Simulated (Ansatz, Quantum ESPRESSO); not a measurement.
# Equation of state of C54 TiSi2

How stiff is C54 TiSi2 under hydrostatic load? Each row relaxes cell and atoms at a set pressure. The phase is followed to these pressures whether or not it stays the stable one.

Calculated with Ansatz 0.2.0, PBEsol, PAW files of the set soft_1, cutoff 600 eV, Fermi–Dirac smearing 0.05 eV, k-mesh 12×12×12, no spin polarisation, no spin-orbit coupling.

Reference cell, relaxed at zero pressure with PBEsol (Fddd): a = 5.8975 Å, b = 4.8717 Å, c = 4.7302 Å, α = 75.77°, β = 53.20°, γ = 51.03°.

```
atom       x       y       z
  Ti  0.7500  0.7500  0.7500
  Ti  0.5000  0.5000  0.5000
  Si  0.0863  0.4137  0.0863
  Si  0.4137  0.0863  0.4137
  Si  0.1637  0.8363  0.1637
  Si  0.8363  0.1637  0.8363
```

| V (Å³/atom) | V/V0 | P (GPa) | E − E0 (meV/atom) |
| --- | --- | --- | --- |
| 14.1784 | 1.0285 | −4.000 | 5.0 |
| 13.3660 | 0.9696 | 5.000 | 6.4 |
| 13.0049 | 0.9434 | 10.003 | 23.1 |
| 12.4062 | 0.8999 | 20.005 | 78.5 |
| 11.9214 | 0.8648 | 29.994 | 153.7 |

V0 = 13.7855 Å³ an atom, where the residual pressure P0 is +0.001 GPa. **Question.** Fit the Birch–Murnaghan law and give the pressure and the energy at V = 12.6880 Å³ an atom, a row left out above.

With the Eulerian strain f = ½[(V0/V)^(2/3) − 1] and F = (P − P0)/[3f(1 + 2f)^(5/2)], the third-order law is the line F = B0 + (3/2) B0 (B′ − 4) f.

| f | F (GPa) |
| --- | --- |
| 0.05085 | 154.33 |
| 0.03640 | 153.65 |
| 0.01981 | 152.70 |
| 0.01041 | 152.07 |
| −0.00928 | 150.60 |

A straight line through the 5 rows: the means are 0.02164 for f and 152.67 for F, Σ(Δx)² = 0.002157 and ΣΔxΔy = 0.1336, so the slope is 0.1336/0.002157 = 61.969 and the intercept 152.67 − (61.969)(0.02164) = 151.33.

Hence B0 = 151.3 GPa and B′ = 4 + (62.0)/(1.5 × 151.3) = 4.27. For the withheld volume f = 0.02843, F = 153.09 GPa and P = 15.00 GPa. The run itself gives 15.01 GPa, so the estimate misses by 0.01 GPa, a rounding's worth.

Integrating the same law gives E − E0 = (9/2) B0 V0 f²[1 + (B′ − 4) f] + P0(V0 − V), with 1 GPa Å³ = 6.2415 meV: 47.7 meV an atom. The run itself gives 47.8 meV, so the estimate misses by 0.1 meV, a rounding's worth.

The same fit over all rows at other levels or in other programs gives B0 = 151 GPa with PBEsol (Quantum ESPRESSO, GBRV).

[Logs are printed without paths, hosts, clocks, repeated set-up lines and the standing remarks that a program may print on its own settings, such as how far it seeks lower states.]
